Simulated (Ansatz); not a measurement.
# Ni2Si: pressure against volume

Ni2Si, P6_3/mmc, a = 3.912 Å, c = 4.991 Å. The structure is a COD entry; whether it is the stable form wasn't checked. Ansatz: PBE, PAW, 420 eV, Γ-centred 12×12×8 mesh on 6 atoms, Gaussian smearing 0.10 eV; no spin polarisation. Shape and atoms are relaxed at each volume; pressure is positive in compression.

| V (Å³/atom) | P (GPa) |
| --- | --- |
| 9.702 | ? |
| 10.033 | 23.71 |
| 10.364 | 14.41 |
| 10.694 | 6.59 |
| 11.025 | 0.00 |
| 11.356 | -5.54 |
| 11.687 | -10.19 |
| 12.128 | -15.23 |

Problem. Take V0 = 11.025 Å³/atom, fit the third-order Birch–Murnaghan form to the other rows, and predict the missing pressure.

Solution. With the Eulerian strain f = ½[(V0/V)^(2/3) − 1] and y = P/[3f(1 + 2f)^(5/2)], the form is the line y = B0 + 1.5 B0 (B0′ − 4) f. Rows (f, y): 0.03244, 208.2; 0.02104, 205.9; 0.01026, 203.5; -0.00976, 198.8; -0.01906, 196.4; -0.03079, 193.3. Means f = 0.0006883, y = 201.02; Σ(Δf)² = 0.003004, ΣΔfΔy = 0.7085; the slope is their ratio. y = 200.9 + 235.8 f GPa, so B0 = 200.9 GPa and B0′ = 4 + 2 × (235.8)/(3 × 200.9) = 4.78. At V = 9.702, f = 0.04448, y = 211.39 and P = 34.91 GPa. The run gave 34.76 GPa, so the fit is 0.15 GPa too high, a small miss on the scale of the series.